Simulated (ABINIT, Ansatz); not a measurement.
# KI (Fm-3m): G0W0 with ABINIT, start to end

How does a plane-wave GW calculation on KI (Fm-3m) run from the first input to the gap?

Main program and level: ABINIT 10.8.3; PBE and many-body steps on it, plane waves.

### Step 1. Set-up

The structure is cubic, space group Fm-3m (No. 225). The conventional cell has a = 7.066 Å, b = 7.066 Å, c = 7.066 Å, α = 90.00°, β = 90.00°, γ = 90.00°. K has 6 I at 3.53 Å nearest. Nearest to I lie 6 K at 3.53 Å. Farther neighbours and most contacts between anions are not listed.

The cell and positions come from the Crystallography Open Database and are kept as given unless a step says otherwise. Spin-orbit coupling is left out unless a step names it.

### Step 2. Ground state

This step: ABINIT 10.8.3; DFT, PBE, plane waves, norm-conserving pseudopotentials.

The ground-state density comes first.

run.abi

```
acell 3*1.0 Angstrom
rprim 
  0.000000000000 3.532775000000 3.532775000000
  3.532775000000 0.000000000000 3.532775000000
  3.532775000000 3.532775000000 -0.000000000000
ntypat 2
znucl 19 53
natom 2
typat 1 2
xred 
  0.000000000000 0.000000000000 0.000000000000
  0.500000000000 0.500000000000 0.500000000000
pp_dirpath "pseudos"
pseudos "K.upf, I.upf"
ecut 33
ngkpt 6 6 6
nshiftk 1
shiftk 0 0 0
kptopt 1
chksymbreak 0
nband 13
occopt 1
tolvrs 1e-10
nstep 60
prtwf 0
optforces 0
optstress 0
indata_prefix "in"
outdata_prefix "out"
tmpdata_prefix "tmp"
```

Started as:

```console
> OMP_NUM_THREADS=1 mpirun -n 4 abinit run.abi > log
```

Numbers of over 12 decimals in the logs are rounded to 6 here.

The log of the run:

```text
.Version 10.8.3 of ABINIT. v10.8.2 released Aug 2026.

 Symmetries : space group Fm -3 m (#225); Bravais cF (face-center cubic)
================================================================================
 Values of the parameters that define the memory need of the present run
     intxc =       0    ionmov =       0      iscf =       7    lmnmax =       6
     lnmax =       6     mgfft =      50  mpssoang =       3    mqgrid =    3001
     natom =       2  nloc_mem =       1    nspden =       1   nspinor =       1
    nsppol =       1      nsym =      48    n1xccc =    2501    ntypat =       2
    occopt =       1   xclevel =       2
-    mband =          13        mffmem =           1         mkmem =           4
       mpw =        5405          nfft =      125000          nkpt =          16
================================================================================
  Rough estimation (10% accuracy) of disk space for files :
================================================================================

--------------------------------------------------------------------------------
------------- Echo of variables that govern the present computation ------------
--------------------------------------------------------------------------------
 -outvars: echo values of preprocessed input variables --------
            acell      1.8897261259E+00  1.8897261259E+00  1.8897261259E+00 Bohr

      chksymbreak           0
             ecut      3.30000000E+01 Hartree
-          fftalg         312

              ixc     -101130
              kpt      0.00000000E+00  0.00000000E+00  0.00000000E+00
                       1.66666667E-01  0.00000000E+00  0.00000000E+00
                       3.33333333E-01  0.00000000E+00  0.00000000E+00
                       5.00000000E-01  0.00000000E+00  0.00000000E+00
                       1.66666667E-01  1.66666667E-01  0.00000000E+00
                       3.33333333E-01  1.66666667E-01  0.00000000E+00
                       5.00000000E-01  1.66666667E-01  0.00000000E+00
                      -3.33333333E-01  1.66666667E-01  0.00000000E+00
                      -1.66666667E-01  1.66666667E-01  0.00000000E+00
   [... 5 further rows ...]
                      -3.33333333E-01  3.33333333E-01  1.66666667E-01
                      -3.33333333E-01  5.00000000E-01  1.66666667E-01
         kptrlatt        6    0    0      0    6    0      0    0    6
          kptrlen      5.66475451E+01
P           mkmem           4
            natom           2
            nband          13
            ngfft          50      50      50
             nkpt          16
            nstep          60
             nsym          48
           ntypat           2
              occ      2.000000  2.000000  2.000000  2.000000  2.000000  2.000000
                       2.000000  2.000000  0.000000  0.000000  0.000000  0.000000
                       0.000000
        optforces           0
        optstress           0
            prtwf           0
            rprim      0.0000000000E+00  3.5327750000E+00  3.5327750000E+00
[...]
spgroup         225

           tolvrs      1.00000000E-10

             xred      0.0000000000E+00  0.0000000000E+00  0.0000000000E+00
[...]
znucl       19.00000   53.00000

================================================================================

 chkinp: Checking input parameters for consistency.

================================================================================
== DATASET  1 ==================================================================
-   mpi_nproc: 4, omp_nthreads: 1 (-1 if OMP is not activated)

--- !DatasetInfo
iteration_state: {dtset: 1, }
dimensions: {natom: 2, nkpt: 16, mband: 13, nsppol: 1, nspinor: 1, nspden: 1, mpw: 5405, }
cutoff_energies: {ecut:  33.0, pawecutdg:  -1.0, }
electrons: {nelect:   1.60000000E+01, charge:   0.00000000E+00, occopt:   1.00000000E+00, tsmear:   1.00000000E-02, }

 Real(R)+Recip(G) space primitive vectors, cartesian coordinates (Bohr,Bohr^-1):
 R(1)=  0.0000000  6.6759772  6.6759772  G(1)= -0.0748954  0.0748954  0.0748954
 R(2)=  6.6759772  0.0000000  6.6759772  G(2)=  0.0748954 -0.0748954  0.0748954
 R(3)=  6.6759772  6.6759772  0.0000000  G(3)=  0.0748954  0.0748954 -0.0748954
 Unit cell volume ucvol=  5.9507887E+02 bohr^3
 Angles (23,13,12)=  6.00000000E+01  6.00000000E+01  6.00000000E+01 degrees

 getcut: wavevector=  0.0000  0.0000  0.0000  ngfft=  50  50  50
         ecut(hartree)=     33.000   => boxcut(ratio)=   2.04876

--- Pseudopotential description ------------------------------------------------
- K Generated using ONCVPSP code by D. R. Hamann
- 19.00000   9.00000  171031                  znucl, zion, pspdat
12 -101130 2 -1 2222                          pspcod,pspxc,lmax,lloc,mmax
     nproj     2     2     2
  pspatm : epsatm=    8.42413758
         --- l  ekb(1:nproj) -->
[...]
pspatm: atomic psp has been read  and splines computed

- I Generated using ONCVPSP code by D. R. Hamann
- 53.00000   7.00000  171031                  znucl, zion, pspdat
12 -101130 2 -1 1196                          pspcod,pspxc,lmax,lloc,mmax
     nproj     2     2     2
  pspatm : epsatm=   19.17056757
         --- l  ekb(1:nproj) -->
[...]
2    4.134838    0.711910
 pspatm: atomic psp has been read  and splines computed

   4.41515282E+02                                ecore*ucvol(ha*bohr**3)
--------------------------------------------------------------------------------

_setup2: Arith. and geom. avg. npw (full set) are    5388.051    5388.035

================================================================================

--- !BeginCycle
iteration_state: {dtset: 1, }
solver: {iscf: 7, nstep: 60, nline: 4, wfoptalg: 0, }
tolerances: {tolvrs: 1.00E-10, }

     iter   Etot(hartree)      deltaE(h)  residm     vres2
 ETOT  1  -43.084150102588    -4.308E+01 2.534E-02 6.984E+01
 ETOT  2  -43.102403187570    -1.825E-02 2.146E-03 3.303E+00
 ETOT  3  -43.102515509612    -1.123E-04 1.060E-03 4.921E-01
 ETOT  4  -43.102523625818    -8.116E-06 4.845E-04 6.465E-02
 ETOT  5  -43.102525137926    -1.512E-06 6.316E-04 1.389E-03
 ETOT  6  -43.102525255408    -1.175E-07 5.937E-04 6.426E-05
 ETOT  7  -43.102525257403    -1.995E-09 7.598E-04 2.549E-06
 ETOT  8  -43.102525257520    -1.174E-10 5.321E-04 7.021E-08
 ETOT  9  -43.102525257525    -4.782E-12 5.695E-04 7.722E-10
 ETOT 10  -43.102525257523     1.918E-12 3.108E-04 2.422E-11

 At SCF step   10       vres2   =  2.42E-11 < tolvrs=  1.00E-10 =>converged.

--- !ResultsGS
iteration_state: {dtset: 1, }
comment   : Summary of ground state results
lattice_vectors:
- [  0.0000000,   6.6759772,   6.6759772, ]
- [  6.6759772,   0.0000000,   6.6759772, ]
- [  6.6759772,   6.6759772,  -0.0000000, ]
lattice_lengths: [   9.44126,    9.44126,    9.44126, ]
lattice_angles: [ 60.000,  60.000,  60.000, ] # degrees, (23, 13, 12)
lattice_volume:   5.9507887E+02
convergence: {deltae:  1.918E-12, res2:  2.422E-11, residm:  3.108E-04, diffor:  0.000E+00, }
etotal    :  -4.31025253E+01
entropy   :   0.00000000E+00
fermie    :   4.35632526E-03
cartesian_stress_tensor: null
pressure_GPa: null
xred      :
- [  0.0000E+00,   0.0000E+00,   0.0000E+00,  K]
- [  5.0000E-01,   5.0000E-01,   5.0000E-01,  I]
cartesian_forces: null
force_length_stats: {min: null, max: null, mean: null, }

 Integrated electronic density in atomic spheres:
 ------------------------------------------------
 Atom  Sphere_radius  Integrated_density
    1        2.00000          6.92264502
    2        2.00000          2.87372183
================================================================================

 ----iterations are completed or convergence reached----

 Mean square residual over all n,k,spin=   34.812E-07; max=  31.082E-05
 reduced coordinates (array xred) for    2 atoms
       0.000000000000      0.000000000000      0.000000000000
       0.500000000000      0.500000000000      0.500000000000
 rms dE/dt=  0.0000E+00; max dE/dt=  0.0000E+00; dE/dt below (all hartree)
    1       0.000000000000      0.000000000000      0.000000000000
    2       0.000000000000      0.000000000000      0.000000000000

 cartesian coordinates (angstrom) at end:
    1      0.000000     0.000000     0.000000
    2      3.532775     3.532775     3.532775
 length scales=  1.889726125908  1.889726125908  1.889726125908 bohr
              =  1.000000000000  1.000000000000  1.000000000000 angstroms
 prteigrs : about to open file out_EIG
 Fermi (or HOMO) energy (hartree) =   0.00436   Average Vxc (hartree)=  -0.26576
 Eigenvalues (hartree) for nkpt=  16  k points:
 kpt#   1, nband= 13, wtk=  0.00463, kpt=  0.0000  0.0000  0.0000 (reduced coord)
  -1.04300   -0.43616   -0.43616   -0.43616   -0.38166    0.00436    0.00436    0.00436
   0.14997    0.24342    0.24342    0.24342    0.26985
 prteigrs : prtvol=0 or 1, do not print more k-points.

--- !EnergyTerms
iteration_state     : {dtset: 1, }
comment             : Components of total free energy in Hartree
kinetic             :  1.34667133953278E+01
hartree             :  9.56437515154625E+00
xc                  : -1.04106413033510E+01
Ewald energy        : -2.74618377792638E+01
psp_core            :  7.41944137873510E-01
local_psp           : -3.51497426630674E+01
non_local_psp       :  6.14666380341154E+00
total_energy        : -4.31025252575231E+01
total_energy_eV     : -1.17287946295961E+03
band_energy         : -5.55993678185055E+00

== END DATASET(S) ==============================================================
================================================================================

 -outvars: echo values of variables after computation  --------
           etotal     -4.3102525258E+01
            nband          13
             nkpt          16
          spgroup         225
 [... the other variables as echoed above ...]

 Calculation completed.
```

Elapsed: 13 s, on 4 MPI ranks of Arm Neoverse V1, shared host; peak memory 0.36 GiB; 52 s of CPU time.

Numbers from this step:

```
total energy               : -1172.8795 eV
gap                        : 3.962 eV
k of the valence top       : 0, 0, 0
k of the conduction bottom : 0, 0, 0
least direct gap           : 3.962 eV
```

The gap is direct, at Γ.

(Continued in part 2 of 3.)

[Paths, hosts, dates, memory and timing lines, banners, echoed tables and standing remarks are left out of the program output.]

[Logs are printed without paths, hosts, clocks, repeated set-up lines and the standing remarks that a program may print on its own settings, such as how far it seeks lower states.]

[Runs of the session that timed out or met a known fault of the program may be left out.]

[Hosts, paths, dates, database ids (printed as entryN), source tags and the programs' standing remarks are cut or masked in the printed files.]

[G0W0 gaps are taken among the corrected bands and points alone; a level outside them can change the order at an edge.]

[Where Ansatz stands beside ABINIT at settings called matched, ABINIT's density can come from a denser mesh and the files from another edition; pairs whose starting gaps differed by over 0.03 eV were left out, so agreement reads better than it is.]
